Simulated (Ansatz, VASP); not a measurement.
## K in VASP and in Ansatz

File INCAR:

```
SYSTEM = K
  PREC = Accurate
  ENCUT = 520
  EDIFF = 1E-6
  ISMEAR = 1
  SIGMA = 0.05
  LREAL = .False.
  LASPH = .True.
  NELM = 150
  ALGO = Normal
  ISIF = 2
  LWAVE = .False.
  LCHARG = .False.
  ISPIN = 2
  MAGMOM = 0.04
  LORBIT = 11
  GGA = RP
  NBANDS = 14
```

KPOINTS

```
Automatic mesh
0
Gamma
  7 7 7
  0 0 0
```

Contents of POSCAR:

```
K
1.0
    4.7968325400      0.0000000000      0.0000000000
    2.3984162700      4.1541788373      0.0000000000
    2.3984162700      1.3847262791      3.9165973682
K
1
Direct
    0.0000000000      0.0000000000      0.0000000000
```

Contents of input.yaml:

```yaml
crystal:
  lattice:
    - [4.79683254, 0.0, 0.0]
    - [2.39841627, 4.1541788373, 0.0]
    - [2.39841627, 1.3847262791, 3.9165973682]
  atoms:
    - { symbol: K, position: [0.0, 0.0, 0.0], spin: 0.04 }
hamiltonian:
  xc: rpbe
  pseudopotentials: { kind: paw, xc_functional: lda, accuracy: standard }
magnetization:
  spin_polarized: true
kpoints:
  mp_grid: { grid: [7, 7, 7] }
scf:
  occupations: { method: cold, width: 0.05 }
output:
  forces: true
  stress: true
  eigenvalues: true
```

This isn't the form of K at room conditions, which is bcc.

Alike in both runs: task single point; functional RPBE; k mesh 7 × 7 × 7; collinear spin.

|  | VASP | Ansatz |
| --- | --- | --- |
| version | VASP 6.6.1 | Ansatz 0.2.0 |
| potentials or method | VASP PAW PBE potentials, release 64 (K_sv) | JTH PAW LDA |
| plane-wave cutoff (eV) | 520 | 690 |
| occupations | methfessel-paxton of order 1, width 0.05 eV | cold, width 0.05 eV |
| valence electrons in the cell | 9 | 9 |

```tsv
	VASP	Ansatz	Ansatz less VASP
gap on the k mesh at the Fermi level (eV)	none	none	-
pressure (GPa)	0.1	0.1	+0.01
net moment per atom (μB)	0.00	0.00	0.000
```

A gap of «none» marks a metal or a gap that the smearing closes.

Caveats: the PAW data sets were made with another functional, which shifts forces and pressure a little (VASP); the starting moments weren't kept (Ansatz).
